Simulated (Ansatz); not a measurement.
# HfN: do energies and stresses tell the same story?

Level of theory: DFT PBE, scalar-relativistic, plane waves, PAW in Ansatz 0.2.0.

Settings: cutoff 420 eV, Γ-centred mesh 16×16×16 on the computed 2-atom cell, Gaussian smearing of 0.10 eV; no spin polarisation.

Relaxed cell: Fm-3m, a = 4.548 Å, b = 4.548 Å, c = 4.548 Å, α = 90.00°, β = 90.00°, γ = 90.00°, 2 atoms in the primitive cell.

Energies at zero smearing and pressures from the stress tensor, at volumes with shape and atoms relaxed:
| V (Å³/atom) | E − E(first) (meV/atom) | P (GPa) |
| --- | --- | --- |
| 10.347 | 0.00 | 44.18 |
| 10.699 | -81.67 | 30.36 |
| 11.052 | -135.19 | 18.59 |
| 11.405 | -164.78 | 8.56 |
| 11.757 | -173.93 | 0.00 |
| 12.110 | -165.69 | -7.31 |
| 12.463 | -142.52 | -13.55 |
| 12.933 | -92.22 | -20.46 |

Task: Check P = −dE/dV between neighbouring volumes, and get the bulk modulus from the pressures alone.

Result: With 1 eV/Å³ = 160.2 GPa:
```csv
middle V (Å³/atom),−ΔE/ΔV (GPa),mean P (GPa)
10.523,37.097,37.271
10.876,24.313,24.474
11.228,13.437,13.573
11.581,4.159,4.281
11.934,-3.747,-3.653
12.286,-10.522,-10.431
12.698,-17.137,-17.008
```

The two differ by 0.17 GPa at most. The mean of two end pressures misses the average over a step by about ΔV² P″/12, up to 0.19 GPa here; with that taken off 0.01 GPa remains. Around V = 11.757 Å³/atom, the two neighbours give B = −V ΔP/ΔV = 11.757 × 15.87 / 0.705 = 264.5 GPa, against B0 = 263.2 GPa from the Birch–Murnaghan fit of the energies.

Spin–orbit coupling is left out, which can shift energies with elements as heavy as these. Spin polarisation was left out, and a magnetic state may lie lower.